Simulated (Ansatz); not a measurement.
# Li2S: properties at the relaxed cell

An exercise on one series of results from a longer session: the logs are not shown, and one member is left open.

The COD entry's cell or inner coordinates are ideal or old and differ from later refinements, so a difference from it is no clean test against experiment.

Program: Ansatz 0.2.0. Level of theory: DFT r2SCAN, scalar-relativistic, plane waves, PAW. These are calculated values, not measurements.

1 further run of the same task is left out (set aside as unsound or not needed).

## The starting structure

Symmetry: Fm-3m, No. 225, cubic system. Conventional cell: a = 5.689 Å, b = 5.689 Å, c = 5.689 Å, α = 90.00°, β = 90.00°, γ = 90.00°. Li (site symmetry -43m) has 4 S at 2.46 Å as nearest neighbours. S (site symmetry m-3m) is surrounded by 8 Li at 2.46 Å.

As a file:

```
CELL_PARAMETERS angstrom
0.00000 2.84450 2.84450
2.84450 0.00000 2.84450
2.84450 2.84450 0.00000
ATOMIC_POSITIONS crystal
Li 0.25000 0.25000 0.25000
Li 0.75000 0.75000 0.75000
S 0.00000 0.00000 0.00000
```

This cell was relaxed beforehand with the same method: volume 15.34 Å³/atom, gap on the mesh 3.87 eV.

Set-up of the first run:

File input.yaml:

```yaml
crystal:
  lattice:
    - [0.0, 2.8445, 2.8445]
    - [2.8445, 0.0, 2.8445]
    - [2.8445, 2.8445, 0.0]
  atoms:
    - { symbol: Li, position: [0.25, 0.25, 0.25] }
    - { symbol: Li, position: [0.75, 0.75, 0.75] }
    - { symbol: S, position: [0.0, 0.0, 0.0] }
basis:
  ecutwfc: 500
kpoints:
  mp_grid: { grid: [8, 8, 8] }
  band_path:
    path:
      - [[0.0, 0.0, 0.0], [0.5, 0.0, 0.5], [0.625, 0.25, 0.625]]
      - [[0.375, 0.375, 0.75], [0.0, 0.0, 0.0], [0.5, 0.5, 0.5], [0.5, 0.25, 0.75], [0.5, 0.0, 0.5]]
    npoints: 14
hamiltonian:
  xc: r2scan
scf:
  occupations: { method: gaussian, width: 0.02 }
  n_extra_bands: 7
output:
  forces: true
  stress: true
  eigenvalues: true
  populations: true
  dos: { projected: true, de: 0.02, nscf_kmesh: { grid: [12, 12, 12] } }
  bader: true
```

The run is started by

```sh
ansatz run input.yaml --threads 1 --pin off --max-ram 2560MiB --backend cpu --events-out ev --progress --plain --runs-dir out
```

Among the steps run: Static run: bands, density of states and charges; Band edges anywhere in the zone; Levels beside the edges; Back to the database's cell; Dielectric function, independent particles; Volume × 0.97; Volume × 1.03; Point at V/V0 = 0.94; Point at V/V0 = 1.06; Volume × 0.91; Point at V/V0 = 1.10; Volume × 0.88.

One table of the session follows, with a row left open; its other results are not shown here.

It belongs to the step «Fit of the equation of state». 

| volume (Å³/atom) | energy above the lowest point (meV/atom) | pressure (GPa) | gap on the mesh (eV) |
| --- | --- | --- | --- |
| 13.502 | 36.4 | 6.99 | 3.77 |
| 13.963 | 19.5 | 4.85 | 3.80 |
| 14.423 | 8.3 | 3.00 | 3.83 |
| 14.883 | ? | ? | ? |
| 15.344 | 0.0 | 0.04 | 3.87 |
| 15.804 | 1.6 | -1.15 | 3.89 |
| 16.264 | 6.4 | -2.17 | 3.90 |
| 16.878 | 17.1 | -3.33 | 3.92 |

Q: Estimate the row for volume (Å³/atom) = 14.883 from the others.

Worked estimate for «energy above the lowest point (meV/atom)». A straight line through the neighbours (14.423, 8.3) and (15.344, 0.0) gives 8.3 + (0.0 − 8.3) × (14.883 − 14.423) / (15.344 − 14.423) = 4.2; a parabola fitted to 4 rows on both sides gives 2.0.

**Answer.** energy above the lowest point (meV/atom): 2.0; pressure (GPa): 1.41; gap on the mesh (eV): 3.85. In «energy above the lowest point (meV/atom)» the line misses by +2.2 and the parabola by 0.0.

To keep in mind: Absorption along x passes 10⁴ cm⁻¹ at 5.0 eV, beside a least direct gap of 4.96 eV on the SCF mesh; the indirect gap of 3.87 eV gives no absorption without phonons.
